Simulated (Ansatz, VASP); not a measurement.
# Te: VASP beside Ansatz

File INCAR:

```
SYSTEM = Te
PREC = Accurate
ENCUT = 520
EDIFF = 1E-7
ISMEAR = -1
SIGMA = 0.1
LREAL = .FALSE.
LASPH = .TRUE.
NELM = 100
ALGO = Normal
ISIF = 2
LWAVE = .FALSE.
LCHARG = .FALSE.
GGA = PE
NBANDS = 16
```

KPOINTS

```
regular mesh
0
G
  5 5 5
  0 0 0
```

The input POSCAR:

```
Te
1.0
    0.0000000000      4.7254320000      0.0000000000
    4.2189500000     -2.3627160000      0.0000000000
   -0.1299830000      0.0000000000     -3.9431910000
Te
3
Direct
    0.3240000000      0.6480000000      0.3250000000
    0.6760000000      0.3520000000      0.6750000000
    0.0000000000      0.0000000000      0.0000000000
```

Input for Ansatz:

```yaml
crystal:
  lattice:
    - [0.0, 4.725432, 0.0]
    - [4.21895, -2.362716, 0.0]
    - [-0.129983, 0.0, -3.943191]
  atoms:
    - { symbol: Te, position: [0.324, 0.648, 0.325] }
    - { symbol: Te, position: [0.676, 0.352, 0.675] }
    - { symbol: Te, position: [0.0, 0.0, 0.0] }
  symmetry: { tolerance: 0.0003 }
kpoints:
  mp_grid: { grid: [5, 5, 5], shift: [0, 0, 0] }
magnetization:
  spin_polarized: false
scf:
  occupations: { method: fermi_dirac }
hamiltonian:
  pseudopotentials: { kind: paw }
  xc: pbe
basis:
  ecutwfc: 420
output:
  forces: true
  stress: true
  eigenvalues: true
  write_density: true
  write_potential: true
  elf: true
  volumetric_format: npy
```

This isn't the form of Te at room conditions, which is trigonal, of chains.

Alike in both runs: task single point; functional PBE; k mesh 5 × 5 × 5; no spin polarisation.

|  | VASP | Ansatz |
| --- | --- | --- |
| version | VASP 6.6.1 | Ansatz 0.2.0 |
| potentials or method | VASP PAW PBE potentials, release 64 (Te) | PAW plane waves |
| plane-wave cutoff (eV) | 520 | 420 |
| occupations | fermi-dirac, width 0.1 eV | fermi-dirac |
| valence electrons in the cell | 18 | 48 |

|  | VASP | Ansatz | Ansatz less VASP |
| --- | --- | --- | --- |
| gap on the k mesh at the Fermi level (eV) | none | none | - |
| pressure (GPa) | 10.3 | 10.4 | +0.05 |
| largest component of the traceless stress (GPa) | 1.26 | 1.26 | -0.002 |
| rms of the force components (eV/Å) | 0.257 | 0.255 | -0.0017 |

Atom by atom the forces differ by 0.002 eV/Å (rms over components). A gap of «none» marks a metal or a gap that the smearing closes. The two sets of potentials don't hold the same shells in valence.

The runs have no spin-orbit coupling, so splittings on Te are missing.
